A process engineer has scanning tunnelling images of a molybdenum disilicide film and wants to know whether the bright spots are atoms. The computed images below belong to a clean, metallic MoSi₂(101) slab that ends in silicon. The tip is treated as a point that senses the density of the sample's states at its own position. At negative sample bias it senses the filled states between the Fermi level and the bias, and at positive bias the empty ones, each counted as if full.

Tersoff–Hamann STM images of a clean, 11-plane MoSi₂(101) slab, computed with Ansatz 0.2.0 (PBE, plane-wave PAW, 420 eV cutoff, 20 × 14 × 1 k mesh, 0.1 eV Gaussian smearing, no spin polarization). Bias is measured from the Fermi level. Mean density, bright-to-dark ratio and brightest site are taken 3 Å above the topmost nucleus.

```csv
bias (V),log10 mean density (log10 of e/angstrom^3),bright over dark,corrugation (Å),brightest over,apparent barrier at 4 angstrom (eV)
-2.000,-3.426,4.980,0.656,Si,6.891
-1.000,-3.491,5.058,0.688,Si,6.741
-0.500,-3.813,4.808,0.654,Si,6.708
-0.250,-4.276,4.145,0.568,Si,6.743
0.250,-4.805,1.710,0.233,between,5.823
0.500,-4.600,1.668,0.237,between,5.638
1.000,-4.464,1.531,0.189,between,5.585
1.500,-4.101,2.503,0.397,Si,5.760
```

The mean density is averaged over the plane at the tip's height, and "bright over dark" is the ratio of the highest to the lowest density in that plane. The corrugation is the up-and-down travel of a tip that follows a surface of constant density, set in each row to that row's own mean density. The apparent barrier translates the decay of the mean density at 4 Å into an energy.

### Question 1. Which image is brighter at 0.25 V, the filled or the empty one, and by how much?

**Model answer.** The filled one. The logarithms are −4.276 and −4.805, and their difference of 0.529 means a factor of 10^0.529 ≈ 3.4 in density. The filled image also wins at 0.5 V and at 1 V, where the factor has grown to about 9.

**Remark.** The column is logarithmic, so a difference that looks small can be a large ratio. A good answer converts it before looking for a cause.

### Question 2. Does the filled image win because there are more filled states?

**Model answer.** Only to a small extent. The slab holds 1.73 electrons per cell in the quarter electronvolt below the Fermi level and room for 1.45 in the quarter electronvolt above it. That is a ratio of 1.2, far short of 3.4.

What differs more is where these states live. The top silicon plane carries 14% of the filled window but only 7% of the empty one. Multiplying number by share gives 0.244 electrons on the top plane against 0.104, a ratio of 2.3. Most of the difference in brightness is thus a difference in what sits at the surface.

**Remark.** A tip a few ångström outside the crystal senses the tails of wave functions, and these start from the outermost atoms. A state deep in the slab adds to the density of states but hardly to the image. The empty window shows this clearly: 27% of it sits on the bottom plane, the artificial back of the slab. A plain count of states would include that part, while the top-plane count leaves it out.

### Question 3. Why does the image hardly brighten between −1 and −2 V, although many more states join in?

**Model answer.** Each row sums all states from the Fermi level to its bias, so the difference of two neighbouring rows with the same sign of bias isolates one energy window. The window from −2 to −1 eV holds 56% of all the filled states counted at −2 V, yet it supplies only 14% of the density. Its states are spread through the slab, with just 6% on the top plane. That is only part of the answer. The window holds so many states that it still puts 0.54 electrons on that plane, about as many as the window from −1 to −0.5 eV, which supplies three times the density. The deeper states also face a higher barrier, which in theory shortens their tails and could account for part of the rest.

**Remark.** The rule behind Questions 2 and 3 can be tried on all eight windows: density at the tip equals a constant times the electrons on the top plane. With the constant set by the average of the logarithms over these windows, the typical miss is a factor of 1.5. Counting every state in the slab alike, with its own constant, misses by a factor of 2.0. Giving each window a simple vacuum tail set by its energy does not improve the rule as a whole: its miss rises to a factor of 2.0. For the deepest window, though, the table does show a shorter tail. Adding that window raises the apparent barrier from 6.741 eV at −1 V to 6.891 eV at −2 V, which can happen only if its density falls off faster at 4 Å than that of the states already counted.

The rule is a guide to rough size, not to exact order: by electrons on the top plane the deepest window would come second of the eight, but by density it comes fourth. Per electron on the top plane, the filled window next to the Fermi level gives 1.4 times as much density as the empty one. A possible reason is orbital shape, since a lobe that points outwards reaches the tip better than one that lies in the surface. The plane-by-plane shares do not resolve shape, so this remains a guess.

### Question 4. Up to +1 V the brightest point of the empty image lies between atoms, but at +1.5 V it lies over silicon. What has happened?

**Model answer.** New states have entered the sum and outvoted the old ones. The mean density rises by a factor of 10^(4.464−4.101) ≈ 2.3 between these two rows, so the last half volt supplies about 57% of the final image. These states must be denser over the silicon site than over the old maximum, because adding them reversed the order of the two points. The ratio of bright to dark rises at the same time, from 1.5 to 2.5.

**Remark.** This argument needs no knowledge of the orbitals, only the fact that densities add. No atom has moved between the two rows. The table's label also does not say in which plane the silicon atom under the bright spot lies. For the engineer it means that a bright spot marks a place where the selected states reach far out, which may or may not be an atom. An image at a single positive bias is therefore a poor basis for locating silicon on this surface.

### Question 5. Estimate the corrugation at −0.25 V from the ratio of bright to dark.

**Model answer.** Outside the surface the density falls roughly as exp(−2κz), where z is the height and κ the decay constant of the wave function. To find the same density over a bright point B as over a dark point D, the tip must rise by

Δz = ln(B/D) / 2κ.

The decay follows from the apparent barrier φ through 2κ = 2√(2mφ)/ħ, with m the electron mass. For φ = 6.743 eV this gives 2κ = 2.66 per Å. The ratio of 4.145 has the logarithm 1.42, so Δz = 1.42/2.66 ≈ 0.53 Å. The full image gives 0.568 Å, and the estimate is 6% below that.

**Remark.** The same steps at +0.25 V give 0.22 Å against 0.233 Å. Over all eight rows the estimate falls short each time, by 8% of the computed corrugation on average. It applies a decay rate found at 4 Å, for the mean density, to a tip that moves around 3 Å over single points. Neither the ratio nor the decay rate was adjusted to the corrugations.

The logarithm explains why a strong contrast becomes a modest height. The barrier matters less: putting the work function into every row instead reduces the average shortfall to 4%, with two rows then slightly too high. The filled images look rougher because their density varies more across the plane; their faster decay works slightly against this.

### Question 6. The work function is 5.64 eV. Why is the apparent barrier at −0.25 V as high as 6.74 eV?

**Model answer.** Part of the difference is energy. A state 0.25 eV below the Fermi level lies 5.64 + 0.25 = 5.89 eV below the vacuum level, and no state in this image lies deeper. That still leaves about 0.86 eV.

Theory offers a standard reason for the rest. An electron that also moves along the surface has part of its energy tied up in that motion, and less is left for the direction towards the tip. Its tail then decays as if the barrier were higher by ħ²k²/2m, where k is the wave number along the surface. If a single wave number had to supply the whole excess, it would be k ≈ 0.47 per Å, which lies inside the surface Brillouin zone of this cell, so its size is reasonable. The image itself shows that waves along the surface are present: states without them would give an even plane, but here the brightest point is about four times as dense as the darkest. Whether these waves are strong enough to supply the whole excess is not shown, because the images do not sort states by k.

**Remark.** An apparent barrier should not be read as a work function, even on a clean metal surface. At +0.25 V it comes much closer, at 5.82 eV, so the gap depends on which states are imaged. A caution applies to the numbers themselves: the barrier is taken from very thin density, where the computed exchange-correlation potential is rough.

### Question 7. What would change at ±0.25 V if the tip were 1 Å higher?

**Model answer.** Both images would be dimmer by more than a factor of ten, and the filled one would lose more because its density decays faster. At 0.25 V the decay rates are 2.66 per Å for filled states and 2.47 per Å for empty ones. The brightness ratio would shrink from 3.38 to about 3.38 × exp(2.47 − 2.66) ≈ 2.8. This assumes that the rates found at 4 Å hold over the whole extra ångström.

**Remark.** The filled image is brighter in spite of its faster decay, which again points to what the surface atoms supply at the start. The pattern should also flatten with height, because fine lateral detail decays faster than the average. A tip in the laboratory usually works further out than 3 Å, which lowers the corrugation. But a real tip may end in an orbital that points at the surface, and this can sharpen the image beyond what a point tip gives. The table therefore cannot say whether a measured corrugation would be smaller or larger.

### Question 8. Which digits deserve trust, and which conclusions?

**Model answer.** Half a unit in the last digit of the logarithm is a density change of 0.1%, much finer than the physics behind it. The corrugations at +0.25 and +0.5 V, 0.233 and 0.237 Å, should be called equal. Few states lie between 0.25 and 1 eV, and the mesh samples them thinly, so small changes among these rows deserve no explanation. The large differences stand for this slab. The filled images are rougher and, at equal voltage, brighter than the empty ones, and their brightest point lies over silicon. In the empty images the maximum moves to silicon somewhere between +1 and +1.5 V. The exact bias of that move is less certain, since PBE levels only approximate the energies at which electrons enter the surface.

**Remark.** Trust in the arithmetic is not yet trust in the surface. The top atoms were allowed to relax, but only within the smallest surface cell, so a rearrangement with a larger period was ruled out from the start. The slab is also thin, only eleven atomic planes, and its lower half was held at bulk positions. If the real film reconstructs, oxidises or ends in a different atomic plane, its surface states change, and by the reasoning of Question 2 the image changes with them. Before assigning spots to atoms, the engineer should check that the measured pattern repeats with this cell and compare images at both signs of bias.
